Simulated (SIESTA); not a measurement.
Runs of SIESTA 5.4.2 on MgS (Niningerite). It takes space group Fm-3m (No. 225, cubic). Conventional cell: a = 5.203 Å, b = 5.203 Å, c = 5.203 Å, α = 90.00°, β = 90.00°, γ = 90.00°. Around S (site symmetry m-3m) lie 6 Mg at 2.60 Å. Around Mg (site symmetry m-3m) lie 6 S at 2.60 Å. 

```csv
cell,gap on the mesh (eV),pressure (GPa)
relaxed to 20 GPa,(a),20.0
relaxed to 2 GPa,2.82,2.0
relaxed to 5 GPa,2.89,5.0
relaxed to 10 GPa,(b),10.1
relaxed to 30 GPa,3.17,30.0
```

Alike in all rows: task relaxation of cell and atoms; level PBE; potentials or basis PseudoDojo 0.4 standard (PBE files), DZP (energy shift 0.003 Ry; two zetas on semicore shells); no spin polarisation; k mesh 9 × 9 × 9; smearing fermi-dirac 0.05 eV; grid cutoff 800 Ry; energy shift 0.003 Ry.

**Question.** Estimate the missing entries.

**Answer.** (a) 3.09; (b) 2.97.

Caveats: an odd mesh through Γ misses points on the zone boundary, where band edges often lie; the basis of atomic orbitals isn't converged, which shifts pressures, moduli and gaps.
